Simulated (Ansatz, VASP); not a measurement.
**Sb in VASP and in Ansatz**

File INCAR:

```
ALGO = Normal ; EDIFF = 1E-6
ENCUT = 520 ; GGA = PE
ISIF = 2 ; ISMEAR = -1
LASPH = T ; LCHARG = F
LREAL = F ; LWAVE = F
NBANDS = 8 ; NELM = 80
PREC = Accurate ; SIGMA = 0.05
```

The input KPOINTS:

```
k-points
0
Gamma
  13 13 13
```

POSCAR

```
Sb
1.0
    3.0960408524      0.0000000000      0.0000000000
    0.0000000000      3.0960408524      0.0000000000
    0.0000000000      0.0000000000      3.0960408524
Sb
1
Direct
    0.0000000000      0.0000000000      0.0000000000
```

Input for Ansatz:

```yaml
crystal:
  lattice:
    - [3.0960408524, 0.0, 0.0]
    - [0.0, 3.0960408524, 0.0]
    - [0.0, 0.0, 3.0960408524]
  atoms:
    - { symbol: Sb, position: [0.0, 0.0, 0.0] }
kpoints:
  mp_grid: { grid: [13, 13, 13] }
scf:
  occupations: { method: fermi_dirac, width: 0.05 }
hamiltonian:
  xc: pbe
  pseudopotentials: { kind: all_electron, lapw: { basis_error: 0.001 } }
output:
  forces: true
  stress: true
  eigenvalues: true
```

Change from the starting cell: volume scaled by 0.9405.

Alike in both runs: task single point; functional PBE; k mesh 13 × 13 × 13; occupations fermi-dirac, width 0.05 eV; no spin polarisation.

|  | VASP | Ansatz |
| --- | --- | --- |
| version | VASP 6.6.1 | Ansatz 0.2.0 |
| potentials or method | VASP PAW PBE potentials, release 64 (Sb) | all-electron LAPW, scalar-relativistic |
| plane-wave cutoff (eV) | 520 | see its input |

|  | VASP | Ansatz | Ansatz less VASP |
| --- | --- | --- | --- |
| pressure (GPa) | 0.6 | 0.6 | +0.03 |

Ansatz ran all-electron here, so the differences hold the error of VASP's frozen core and of both bases.

The runs have no spin-orbit coupling, so splittings on Sb are missing.
